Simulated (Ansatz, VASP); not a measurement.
## Two plane-wave programs on AlRu

Contents of POSCAR:

```
AlRu
1.0
    2.9916000000      0.0000000000      0.0000000000
    0.0000000000      2.9916000000      0.0000000000
    0.0000000000      0.0000000000      2.9916000000
Ru Al
1 1
Direct
    0.5000000000      0.5000000000      0.5000000000
    0.0000000000      0.0000000000      0.0000000000
```

The input INCAR.step1:

```
ALGO = Normal
EDIFF = 1E-4
ENCUT = 600
GGA = PE
ISMEAR = -1
LASPH = True
LCHARG = False
LREAL = False
LWAVE = True
NELM = 80
PREC = Accurate
SIGMA = 0.05
```

Contents of INCAR.step2:

```
ALGO = Normal
EDIFF = 1E-6
EDIFFG = -0.01
ENCUT = 600
IBRION = 2
ISIF = 3
ISMEAR = -1
ISTART = 1
LASPH = True
LCHARG = False
LMIXTAU = True
LREAL = False
LWAVE = False
METAGGA = R2SCAN
NELM = 80
NSW = 60
PREC = Accurate
SIGMA = 0.05
```

KPOINTS

```
k-points
0
Gamma
  9 9 9
```

input.yaml

```yaml
crystal:
  lattice:
    - [2.9916, 0.0, 0.0]
    - [0.0, 2.9916, 0.0]
    - [0.0, 0.0, 2.9916]
  atoms:
    - { symbol: Ru, position: [0.5, 0.5, 0.5] }
    - { symbol: Al, position: [0.0, 0.0, 0.0] }
hamiltonian:
  xc: r2scan
  pseudopotentials: { kind: paw }
kpoints:
  mp_grid: { grid: [9, 9, 9] }
scf:
  occupations: { method: fermi_dirac, width: 0.05 }
output:
  forces: true
  stress: true
  eigenvalues: true
  write_density: true
  write_potential: true
  elf: true
  volumetric_format: npy
relax:
  f_tol: 0.01
  max_steps: 40
  cell: { stress_tol: 0.05 }
```

Alike in both runs: task relaxation of cell and atoms; functional r2SCAN; k mesh 9 × 9 × 9; occupations fermi-dirac, width 0.05 eV; no spin polarisation.

```csv
,VASP,Ansatz
version,VASP 6.6.1,Ansatz 0.2.0
potentials or method,"VASP PAW PBE potentials, release 64 (Ru_pv, Al)",Ansatz PAW
plane-wave cutoff (eV),600,500
valence electrons in the cell,17,19
```

VASP gave:

* gap on the k mesh at the Fermi level, each at its own relaxed structure (eV): none
* relaxed volume (Å³/atom): 13.27
* relaxed cell length with the largest relative difference (Å): 2.983

Q: Estimate Ansatz's values.

A: gap on the k mesh at the Fermi level, each at its own relaxed structure (eV): none; relaxed volume (Å³/atom): 13.26; relaxed cell length with the largest relative difference (Å): 2.982.

A gap of «none» marks a metal or a gap that the smearing closes. The two sets of potentials don't hold the same shells in valence.

Caveats: the PAW data sets were made with another functional, which shifts forces and pressure a little (VASP); the plane-wave basis is chosen anew once the cell has moved, so the energies of steps on either side of that aren't comparable (Ansatz); the PAW data sets come from PBE, with cores solved anew for the run's functional, which leaves a small shift of forces and pressure (Ansatz).
